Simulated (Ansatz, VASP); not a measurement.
Two plane-wave programs on ZnSe

```
Zn Se
1.0
     0.00000    2.83244    2.83244
     2.83244    0.00000    2.83244
     2.83244    2.83244    0.00000
Zn Se
1 1
Direct
  0.00000 0.00000 0.00000
  0.25000 0.25000 0.25000
```

The cell is a database's computed one.

Alike in both runs: task relaxation of cell and atoms; functional PBEsol; k mesh 8 × 8 × 8; occupations gaussian, width 0.02 eV; no spin polarisation.

|  | VASP | Ansatz |
| --- | --- | --- |
| version | VASP 6.6.1 | Ansatz 0.2.0 |
| potentials or method | VASP PAW PBE potentials, release 64 (Zn, Se) | scalar-relativistic, plane waves, PAW |
| plane-wave cutoff (eV) | 600 | 420 |
| valence electrons in the cell | 18 | 28 |

```tsv
	VASP	Ansatz	Ansatz less VASP
gap on the k mesh at the Fermi level, each at its own relaxed structure (eV)	1.23	1.24	+0.013
relaxed volume (Å³/atom)	22.44	22.35	-0.095
relaxed cell length with the largest relative difference (Å)	3.989	3.983	-0.0057
energy change over the relaxation (meV/atom)	-1	-1	-0.5
```

The two sets of potentials don't hold the same shells in valence.

Caveats: the PAW data sets were made with another functional, which shifts forces and pressure a little (VASP). A hybrid or GW would open this gap; PBEsol tends to underestimate it.
